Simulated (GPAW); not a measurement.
Hf:

```
CELL_PARAMETERS angstrom
3.19670 0.00000 0.00000
-1.59835 2.76842 0.00000
0.00000 0.00000 5.05780
ATOMIC_POSITIONS crystal
Hf 0.66667 0.33333 0.75000
Hf 0.33333 0.66667 0.25000
```

```yaml
Program: GPAW 26.7.0
Task: relaxation of cell and atoms
Functional: RPBE
Dispersion: D3(BJ)
Potentials_or_basis: the program's PAW data sets (release 1.2.1) made for this functional
Cutoff: 600 eV
Basis: pw
k_mesh: 7 × 7 × 4
Occupations: fermi-dirac, width 0.05 eV
Spin: no spin polarisation
```

At the start: pressure -23.4 GPa; volume 22.38 Å³/atom.

How do energy, volume and symmetry change on relaxing?

Over 5 steps the energy falls by 337.4 meV/atom and the volume is 18.30 Å³/atom (-18.2 %); space group P6_3/mmc (No. 194, to 0.05 Å).

Step by step:
| step | energy change (eV) | largest force (eV/Å) | pressure (GPa) | volume (Å³) |
| --- | --- | --- | --- | --- |
| 1 | 0.0000 | 0.0000 | -23.40 | 44.76 |
| 2 | -0.3834 | 0.0000 | -16.82 | 41.73 |
| 3 | -0.6724 | 0.0000 | 1.76 | 36.19 |
| 4 | -0.6749 | 0.0001 | -0.10 | 36.62 |
| 5 | -0.6749 | 0.0001 | -0.01 | 36.60 |

Final structure:
```
CELL_PARAMETERS angstrom
2.98155 0.00000 0.00000
-1.49077 2.58210 0.00000
0.00000 0.00000 4.75414
ATOMIC_POSITIONS crystal
Hf 0.66667 0.33333 0.75000
Hf 0.33333 0.66667 0.25000
```

Caveat: later steps reuse the first step's grids; the volume moved by over 15 % at a fixed basis, so the end points are rough; the volume moved by -18 % from the deposited cell, more than functionals usually miss; pairwise dispersion overbinds metals, which lowers pressure and volume.
